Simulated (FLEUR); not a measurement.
# Ge (Cmcm) in FLEUR: settings compared

Aim: see how the results for Ge move with the level of theory and the settings. Levels: LDA, PBEsol, r2SCAN, SCAN, TPSS. Tasks: band structure.

Program: FLEUR MaX-R8.1 (later development tree). These are calculated values, not measurements. Logs are shortened: lines on timing, memory, paths and dates and some standing lists are left out, and cuts for length are marked.

**1. The crystal as given**

The structure is orthorhombic, space group Cmcm (No. 63). Conventional cell: a = 2.976 Å, b = 5.189 Å, c = 4.728 Å, α = 90.00°, β = 90.00°, γ = 90.00°. Ge (site symmetry m2m) is surrounded by 12 Ge at 2.92 to 2.99 Å.

This isn't the form of Ge at room conditions, which is diamond.

**2. Band structure, LDA**

inp.xml

```xml
<?xml version="1.0" encoding="UTF-8" standalone="no"?>
<fleurInput fleurInputVersion="0.39">
   <comment>
      Ge                                                                                                  
   </comment>
   <calculationSetup>
      <cutoffs Kmax="4.1" Gmax="12.7" GmaxXC="12.7" numbands="0"/>
      <scfLoop itmax="60" minDistance="0.00001" maxIterBroyd="15" imix="Anderson" alpha="0.05" precondParam="0.0" spinf="2.0" sdNocoIR="T"/>
      <coreElectrons ctail="T" frcor="F" kcrel="0" coretail_lmax="0"/>
      <xcFunctional name="vwn" relativisticCorrections="F"/>
      <magnetism jspins="1"/>
      <soc l_soc="F" theta="0.0" phi="0.0" spav="F"/>
      <expertModes spex="0" secvar="F"/>
      <geometryOptimization l_f="F" forcealpha="1.0" forcemix="BFGS" epsdisp="0.00001" epsforce="0.00001"/>
      <ldaU l_linMix="F" mixParam="0.05" spinf="1.0"/>
   </calculationSetup>
   <cell>
      <bzIntegration valenceElectrons="44.0" mode="hist" fermiSmearingEnergy="0.00183747">
         <kPointListSelection listName="default-1"/>
         <!-- k-points included here -->
         <xi:include xmlns:xi="http://www.w3.org/2001/XInclude" href="kpts.xml"> </xi:include>
      </bzIntegration>
      <!-- symmetry operations included here -->
      <xi:include xmlns:xi="http://www.w3.org/2001/XInclude" href="sym.xml"> </xi:include>
      <bulkLattice scale="1.0">
         <bravaisMatrix>
            <row-1>    2.8120124871599446    -4.9032527412451854     0.0000000000000000</row-1>
            <row-2>    2.8120124871599446     4.9032527412451854     0.0000000000000000</row-2>
            <row-3>    0.0000000000000000     0.0000000000000000     8.9338612709119740</row-3>
         </bravaisMatrix>
      </bulkLattice>
   </cell>
   <atomSpecies>
      <species name="Germanium (Ge)" element="Ge" atomicNumber="32">
         <mtSphere radius="2.53" gridPoints="847" logIncrement="0.015"/>
         <atomicCutoffs lmax="10" lnonsphr="10"/>
         <electronConfig flipSpins="F">
            <coreConfig>(1s1/2) (2s1/2) (2p1/2) (2p3/2)</coreConfig>
            <valenceConfig>(3s1/2) (3p1/2) (3p3/2) (4s1/2) (3d3/2) (3d5/2) (4p1/2) (4p3/2)</valenceConfig>
            <stateOccupation state="(4p1/2)" spinUp="0.333333" spinDown="0.333333"/>
            <stateOccupation state="(4p3/2)" spinUp="0.666667" spinDown="0.666667"/>
         </electronConfig>
         <energyParameters s="4" p="4" d="3" f="4"/>
         <lo type="SCLO" l="0" n="3" eDeriv="0"/>
         <lo type="SCLO" l="1" n="3" eDeriv="0"/>
         <lo type="SCLO" l="1" n="3" eDeriv="1"/>
         <lo type="HELO" l="2" n="4" eDeriv="0"/>
         <lo type="HELO" l="2" n="4" eDeriv="1"/>
         <lo type="SCLO" l="3" n="4" eDeriv="2"/>
      </species>
   </atomSpecies>
   <atomGroups>
      <atomGroup species="Germanium (Ge)">
         <relPos label="                   1">.3334466300 -.3334466300 1.000/4.000</relPos>
         <relPos label="                   2">-.3334466300 .3334466300 -1.000/4.000</relPos>
         <force calculate="T" relaxXYZ="TTT"/>
      </atomGroup>
   </atomGroups>
   <output dos="F" band="F" slice="F">
      <checks vchk="F" cdinf="F"/>
      <bandDOS minEnergy="-.5*Htr" maxEnergy="0.5*Htr" sigma="0.015" storeEVData="T"/>
      <vacuumDOS vacdos="F" integ="F" star="F" nstars="0" locx1="0.0" locy1="0.0" locx2="0.0" locy2="0.0" nstm="0" tworkf="0.0"/>
      <unfoldingBand unfoldBand="F" supercellX="1" supercellY="1" supercellZ="1"/>
      <plotting iplot="0" polar="F">
         <plot TwoD="T" vec1="  1.0  0.0  0.0" vec2="  0.0  1.0  0.0" vec3="  0.0  0.0  1.0" zero="  0.0  0.0  0.0" file="plot"/>
      </plotting>
      <chargeDensitySlicing numkpt="0" minEigenval="0.0" maxEigenval="0.0" nnne="0" pallst="F"/>
      <specialOutput eonly="F"/>
      <moessbauerParams electricFieldGradient="T" isomerShift="T" coreHyperfine="T" valenceHyperfine="T"/>
      <magneticCircularDichroism mcd="F" energyLo="-10.0" energyUp="0.0"/>
   </output>
  <!-- We include the file relax.xml here to enable relaxations (see documentation) -->
  <xi:include xmlns:xi="http://www.w3.org/2001/XInclude" href="relax.xml"> <xi:fallback/> </xi:include>
</fleurInput>
```

crystal.txt

```
Ge
&input cartesian=F /
1.4880529250  -2.5946896100  0.0000000000
1.4880529250  2.5946896100  0.0000000000
0.0000000000  0.0000000000  4.7275957900
1.8897261246
1.0 1.0 1.0

2
32 0.3334466300  0.6665533700  0.2500000000
32 0.6665533700  0.3334466300  0.7500000000

&kpt div1=10 div2=10 div3=6 gamma=T /
```

inp.xml (bands)

```
<?xml version="1.0" encoding="UTF-8" standalone="no"?>
<fleurInput fleurInputVersion="0.39">
   <comment>
      Ge                                                                                                  
   </comment>
   <calculationSetup>
      <cutoffs Kmax="4.1" Gmax="12.7" GmaxXC="12.7" numbands="0"/>
      <scfLoop itmax="60" minDistance="0.00001" maxIterBroyd="15" imix="Anderson" alpha="0.05" precondParam="0.0" spinf="2.0" sdNocoIR="T"/>
      <coreElectrons ctail="T" frcor="F" kcrel="0" coretail_lmax="0"/>
      <xcFunctional name="vwn" relativisticCorrections="F"/>
      <magnetism jspins="1"/>
      <soc l_soc="F" theta="0.0" phi="0.0" spav="F"/>
      <expertModes spex="0" secvar="F"/>
      <geometryOptimization l_f="F" forcealpha="1.0" forcemix="BFGS" epsdisp="0.00001" epsforce="0.00001"/>
      <ldaU l_linMix="F" mixParam="0.05" spinf="1.0"/>
   </calculationSetup>
   <cell>
      <bzIntegration valenceElectrons="44.0" mode="hist" fermiSmearingEnergy="0.00183747">
         <kPointListSelection listName="path-1"/>
         <!-- k-points included here -->
         <xi:include xmlns:xi="http://www.w3.org/2001/XInclude" href="kpts.xml"> </xi:include>
      </bzIntegration>
      <!-- symmetry operations included here -->
      <xi:include xmlns:xi="http://www.w3.org/2001/XInclude" href="sym.xml"> </xi:include>
      <bulkLattice scale="1.0">
         <bravaisMatrix>
            <row-1>    2.8120124871599446    -4.9032527412451854     0.0000000000000000</row-1>
            <row-2>    2.8120124871599446     4.9032527412451854     0.0000000000000000</row-2>
            <row-3>    0.0000000000000000     0.0000000000000000     8.9338612709119740</row-3>
         </bravaisMatrix>
      </bulkLattice>
   </cell>
   <atomSpecies>
      <species name="Germanium (Ge)" element="Ge" atomicNumber="32">
         <mtSphere radius="2.53" gridPoints="847" logIncrement="0.015"/>
         <atomicCutoffs lmax="10" lnonsphr="10"/>
         <electronConfig flipSpins="F">
            <coreConfig>(1s1/2) (2s1/2) (2p1/2) (2p3/2)</coreConfig>
            <valenceConfig>(3s1/2) (3p1/2) (3p3/2) (4s1/2) (3d3/2) (3d5/2) (4p1/2) (4p3/2)</valenceConfig>
            <stateOccupation state="(4p1/2)" spinUp="0.333333" spinDown="0.333333"/>
            <stateOccupation state="(4p3/2)" spinUp="0.666667" spinDown="0.666667"/>
         </electronConfig>
         <energyParameters s="4" p="4" d="3" f="4"/>
         <lo type="SCLO" l="0" n="3" eDeriv="0"/>
         <lo type="SCLO" l="1" n="3" eDeriv="0"/>
         <lo type="SCLO" l="1" n="3" eDeriv="1"/>
         <lo type="HELO" l="2" n="4" eDeriv="0"/>
         <lo type="HELO" l="2" n="4" eDeriv="1"/>
         <lo type="SCLO" l="3" n="4" eDeriv="2"/>
      </species>
   </atomSpecies>
   <atomGroups>
      <atomGroup species="Germanium (Ge)">
         <relPos label="                   1">.3334466300 -.3334466300 1.000/4.000</relPos>
         <relPos label="                   2">-.3334466300 .3334466300 -1.000/4.000</relPos>
         <force calculate="T" relaxXYZ="TTT"/>
      </atomGroup>
   </atomGroups>
   <output dos="F" band="T" slice="F">
      <checks vchk="F" cdinf="F"/>
      <bandDOS minEnergy="-.5*Htr" maxEnergy="0.5*Htr" sigma="0.015" storeEVData="T"/>
      <vacuumDOS vacdos="F" integ="F" star="F" nstars="0" locx1="0.0" locy1="0.0" locx2="0.0" locy2="0.0" nstm="0" tworkf="0.0"/>
      <unfoldingBand unfoldBand="F" supercellX="1" supercellY="1" supercellZ="1"/>
      <plotting iplot="0" polar="F">
         <plot TwoD="T" vec1="  1.0  0.0  0.0" vec2="  0.0  1.0  0.0" vec3="  0.0  0.0  1.0" zero="  0.0  0.0  0.0" file="plot"/>
      </plotting>
      <chargeDensitySlicing numkpt="0" minEigenval="0.0" maxEigenval="0.0" nnne="0" pallst="F"/>
      <specialOutput eonly="F"/>
      <moessbauerParams electricFieldGradient="T" isomerShift="T" coreHyperfine="T" valenceHyperfine="T"/>
      <magneticCircularDichroism mcd="F" energyLo="-10.0" energyUp="0.0"/>
   </output>
  <!-- We include the file relax.xml here to enable relaxations (see documentation) -->
  <xi:include xmlns:xi="http://www.w3.org/2001/XInclude" href="relax.xml"> <xi:fallback/> </xi:include>
</fleurInput>
```

Potentials or basis: all-electron, FLAPW.

On the command line:

```console
$ inpgen -f crystal.txt -profile fastHighL
$ # inp.xml edited to the form shown
$ fleur_MPI
$ fleur_MPI   # second run, on inp.xml (bands)
```

The program printed:

```text
Welcome to FLEUR        (www.flapw.de)
      MaX-Release 8.1          (www.max-centre.eu)

 ========== k-point set info ==========
 Selected k-point list: default-1
 k-point list type: mesh
 10 x 10 x 6
 Number of k points: 124

 ------------Calculation Setup---------------------------
 Number of MPI-tasks      :            1
 Number of PE/node        :            1
 Number of OMP-threads    :            1
 Most efficient MPI parallelization for:
           1           2           4          31          62         124
 Additional eigenvalue parallelization possible
 Number of basis functions:          384
 Approximate size of matrices (H+S) per k-point:         0.002 GB
 --------------------------------------------------------
 Iteration:     1   Distance:       3.85349324 me/bohr^3
 Iteration:     2   Distance:       3.52132793 me/bohr^3
 Iteration:     3   Distance:       1.53377084 me/bohr^3
 Iteration:     4   Distance:       0.14657909 me/bohr^3
 Iteration:     5   Distance:       0.15451124 me/bohr^3
 Iteration:     6   Distance:       0.03400407 me/bohr^3
 Iteration:     7   Distance:       0.00197203 me/bohr^3
 Iteration:     8   Distance:       0.00147247 me/bohr^3
 Iteration:     9   Distance:       0.00028428 me/bohr^3
 Iteration:    10   Distance:       0.00004811 me/bohr^3
 Iteration:    11   Distance:       0.00003110 me/bohr^3
 Iteration:    12   Distance:       0.00000082 me/bohr^3

 ********************************************************************
 Run finished successfully
 Stop message:
   all done
 ********************************************************************
```

output (bands):

```text
Welcome to FLEUR        (www.flapw.de)
      MaX-Release 8.1          (www.max-centre.eu)

 ========== k-point set info ==========
 Selected k-point list: path-1
 k-point list type: path
 Number of k points: 60

 ------------Calculation Setup---------------------------
 Number of MPI-tasks      :            1
 Number of PE/node        :            1
 Number of OMP-threads    :            1
 Most efficient MPI parallelization for:
           1           2           3           4           5           6          10          12          15          20          30          60
 Additional eigenvalue parallelization possible
 Number of basis functions:          384
 Approximate size of matrices (H+S) per k-point:         0.002 GB
 --------------------------------------------------------
 Fermi energy correction for metals:
 Fermi energy in bands.* files may not be consistent with last density.
 Please correct it manually (e.g. in band.gnu file).

 Note: Band structure data (together with different weights) is also stored in the banddos.hdf file.
       A convenient way of extracting and plotting the data from that file is by making use of the

 ********************************************************************
 Run finished successfully
 Stop message:
   Charge density postprocessing done.
 ********************************************************************
```

out.xml (last iteration):

```text
<iteration numberForCurrentRun="   12" overallNumber="   12">
         <energyParameters units="Htr">
            <atomicEP atomType="1" spin="1" branch="4s" branchLowest="-5.69" branchHighest="0.53" value="-0.0159460786"/>
            <atomicEP atomType="1" spin="1" branch="4p" branchLowest="-3.76" branchHighest="1.11" value="0.2370545053"/>
            <atomicEP atomType="1" spin="1" branch="3d" branchLowest="-9.99" branchHighest="-0.60" value="-0.6018170610"/>
            <atomicEP atomType="1" spin="1" branch="4f" branchLowest="-9.99" branchHighest="2.87" value="0.6272004216"/>
            <loAtomicEP atomType="1" spin="1" branch="3s" branchLowest="-49.83" branchHighest="-5.69" value="-5.6858635866"/>
            <loAtomicEP atomType="1" spin="1" branch="3p" branchLowest="-43.53" branchHighest="-3.76" value="-3.7639184647"/>
            <loAtomicEP atomType="1" spin="1" branch="3p" branchLowest="-43.53" branchHighest="-3.76" value="-3.7639184647"/>
            <heloAtomicEP atomType="1" spin="1" branch="4d" branchLowest="1.66" branchHighest="1.66" value="1.6636046808"/>
            <heloAtomicEP atomType="1" spin="1" branch="4d" branchLowest="1.66" branchHighest="1.66" value="1.6636046808"/>
            <loAtomicEP atomType="1" spin="1" branch="4f" branchLowest="-9.99" branchHighest="2.87" value="0.6272025342"/>
         </energyParameters>
         <eigenvalues>
            <eigenvaluesAt spin="1" ikpt="1" k_x="0.00000000" k_y="0.00000000" k_z="0.00000000">
                      -5.6858682377       -5.6858629239       -3.7618940586       -3.7618904113       -3.7618797131
                      -3.7618759389       -3.7616946279       -3.7616211322       -0.6120547280       -0.6117107177
                      -0.6116211372       -0.6115737594       -0.6113723941       -0.6112504494       -0.6108880356
                      -0.6108623141       -0.6081454741       -0.6081240367       -0.1944575822        0.0197405167
                       0.0953782837        0.5362604439        0.5404209866        0.6123329863        0.6165480907
                       0.6627143260        0.7206497928        0.7759120375        0.8160601601        0.8223650948
                       0.8988937098        0.9002257959        0.9052150660        0.9268560508
            </eigenvaluesAt>
            <eigenvaluesAt spin="1" ikpt="2" k_x="0.00000000" k_y="0.00000000" k_z="0.16666667">
                      -5.6858678860       -5.6858632893       -3.7618931284       -3.7618894802       -3.7618806579
                      -3.7618769410       -3.7616897630       -3.7616260220       -0.6120137455       -0.6119128790
                      -0.6117979023       -0.6116340413       -0.6114805374       -0.6113638218       -0.6104764065
[... 37 lines left out ...]
            <state n="2" l="1" j="0.5" energy="-44.3239306246" weight="1.0000000000"/>
            <state n="2" l="1" j="1.5" energy="-43.1549641641" weight="2.0000000000"/>
         </coreStates>
         <allElectronCharges>
            <spinDependentCharge spin="1" total="64.0000000" interstitial="2.5535059" mtSpheres="61.4464941"/>
            <totalCharge value="64.0000000000"/>
         </allElectronCharges>
         <moessbauerParams unitsHFF="kG" unitsIS="e/bohr^3" unitsEFG="Htr/bohr^2">
            <coreIsomerShift atomType="1" isTotal="31298.72641">
               <shell n="1" l="0" isomerShift="28416.60518"/>
               <shell n="2" l="0" isomerShift="2856.98578"/>
               <shell n="2" l="1" isomerShift="25.13544"/>
            </coreIsomerShift>
            <isomerShift atomType="1" nucleusRadius="0.0000986" averageDensity="31772.78448"/>
            <electricFieldGradient atomType="1" VXX="0.06427" VYY="0.06562" VZZ="-0.12990" asymParam="0.01038">
            </electricFieldGradient>
         </moessbauerParams>
         <totalEnergy                                    value="    -4192.3558130052" units="Htr">
            <sumOfEigenvalues                            value="    -2407.1521640370">
               <coreElectrons value="-2327.8505906528"/>
               <valenceElectrons value="-79.3015733843"/>
            </sumOfEigenvalues>
            <densityCoulombPotentialIntegral value="-6482.1276308091"/>
            <densityEffectivePotentialIntegral value="-6685.5535185225"/>
            <chargeDenXCDenIntegral value="-153.5917429277"/>
            <FockExchangeEnergyValence value="0.0000000000"/>
            <FockExchangeEnergyCore value="0.0000000000"/>
            <atomTypeDependentContributions atomType="1">
               <electronNucleiInteractionDifferentMTs value="5050.5251767206"/>
               <MadelungTerm value="-25.5764324379"/>
            </atomTypeDependentContributions>
            <tkbTimesEntropy value="0.0003048405"/>
            <freeEnergy value="-4192.3561178457"/>
            <extrapolationTo0K value="-4192.3559654254"/>
         </totalEnergy>
         <densityConvergence units="me/bohr^3">
            <chargeDensity spin="1" distance="0.0000008234"/>
         </densityConvergence>
      </iteration>
```

It took 73 s on 1 thread of Arm Neoverse V2, shared host; peak memory 0.07 GiB.

What came out:

* Free energy: -114079.8216 eV
* Band gap along the path: none (metal or under the smearing width)
* Valence electrons inside the program's atomic spheres: Ge 20.72 (radii Ge 2.53 bohr)

Levels at the corners of the path, in eV from the Fermi level:
```csv
point,band 20,band 21,band 22,band 23,band 24,band 25
Γ,-7.53,-5.48,6.52,6.63,8.59,8.71
X,-6.77,-4.00,-0.04,-0.02,1.00,1.00
S,-7.11,-2.33,-1.27,-0.86,1.49,2.41
R,-7.05,-4.88,-4.88,4.06,4.06,5.02
A,-5.98,-3.59,-3.59,-2.33,-2.33,6.65
Z,-11.69,1.86,1.86,7.64,7.64,7.75
Γ,-7.53,-5.48,6.52,6.63,8.59,8.71
Y,-7.16,-2.37,-1.29,-0.92,1.45,2.57
X1,-6.77,-4.00,-0.04,-0.02,1.00,1.00
A1,-5.98,-3.59,-3.59,-2.33,-2.33,6.65
T,-7.13,-4.91,-4.91,4.22,4.22,5.03
Y,-7.16,-2.37,-1.29,-0.92,1.45,2.57
Z,-11.69,1.86,1.86,7.64,7.64,7.75
T,-7.13,-4.91,-4.91,4.22,4.22,5.03
```

Core levels (eV from the Fermi level):
```csv
atom,levels
1 Ge,"1s1/2 -10933.3, 2s1/2 -1364.1, 2p1/2 -1214.2, 2p3/2 -1182.4"
2 Ge,"1s1/2 -10933.3, 2s1/2 -1364.1, 2p1/2 -1214.2, 2p3/2 -1182.4"
```

**3. Band structure, PBEsol**

inp.xml: that of step 2 with these lines changed.

```diff
@@ -9,3 +9,3 @@
       <coreElectrons ctail="T" frcor="F" kcrel="0" coretail_lmax="0"/>
-      <xcFunctional name="vwn" relativisticCorrections="F"/>
+      <xcFunctional name="PBEs" relativisticCorrections="F"/>
       <magnetism jspins="1"/>
```

crystal.txt is that of step 2.

inp.xml (bands): that of step 2 with these lines changed.

```diff
@@ -9,3 +9,3 @@
       <coreElectrons ctail="T" frcor="F" kcrel="0" coretail_lmax="0"/>
-      <xcFunctional name="vwn" relativisticCorrections="F"/>
+      <xcFunctional name="PBEs" relativisticCorrections="F"/>
       <magnetism jspins="1"/>
```

Potentials or basis: all-electron, FLAPW.

On the command line:

```console
$ inpgen -f crystal.txt -profile fastHighL
$ # inp.xml edited to the form shown
$ fleur_MPI
$ fleur_MPI   # second run, on inp.xml (bands)
```

It took 75 s on 1 thread of Arm Neoverse V2, shared host; peak memory 0.09 GiB.

Results (log left out):

```yaml
Free_energy: -114154.5417 eV
Band_gap_along_the_path: none (metal or under the smearing width)
Valence_electrons_inside_the_program's_atomic_spheres: Ge 20.70 (radii Ge 2.53 bohr)
```

Levels at the corners of the path, in eV from the Fermi level:
```csv
point,band 19,band 20,band 21,band 22,band 23,band 24,band 25,band 26
Γ,-13.35,-7.46,-5.52,6.62,6.73,8.69,8.81,10.12
X,-6.72,-6.70,-4.05,0.01,0.03,1.00,1.01,1.01
S,-8.42,-7.09,-2.25,-1.25,-0.87,1.44,2.45,6.43
R,-6.97,-6.97,-4.92,-4.92,4.11,4.11,5.09,5.09
A,-5.87,-5.87,-3.62,-3.62,-2.37,-2.37,6.74,6.74
Z,-11.68,-11.68,1.89,1.89,7.76,7.76,7.87,7.87
Γ,-13.35,-7.46,-5.52,6.62,6.73,8.69,8.81,10.12
Y,-8.49,-7.14,-2.29,-1.27,-0.94,1.41,2.60,6.57
X1,-6.72,-6.70,-4.05,0.01,0.03,1.00,1.01,1.01
A1,-5.87,-5.87,-3.62,-3.62,-2.37,-2.37,6.74,6.74
T,-7.05,-7.05,-4.95,-4.95,4.27,4.27,5.12,5.12
Y,-8.49,-7.14,-2.29,-1.27,-0.94,1.41,2.60,6.57
Z,-11.68,-11.68,1.89,1.89,7.76,7.76,7.87,7.87
T,-7.05,-7.05,-4.95,-4.95,4.27,4.27,5.12,5.12
```

Core levels (eV from the Fermi level):
```csv
atom,levels
1 Ge,"1s1/2 -10944.3, 2s1/2 -1365.4, 2p1/2 -1214.4, 2p3/2 -1182.5"
2 Ge,"1s1/2 -10944.3, 2s1/2 -1365.4, 2p1/2 -1214.4, 2p3/2 -1182.5"
```

(Part 1 of 2 ends here.)
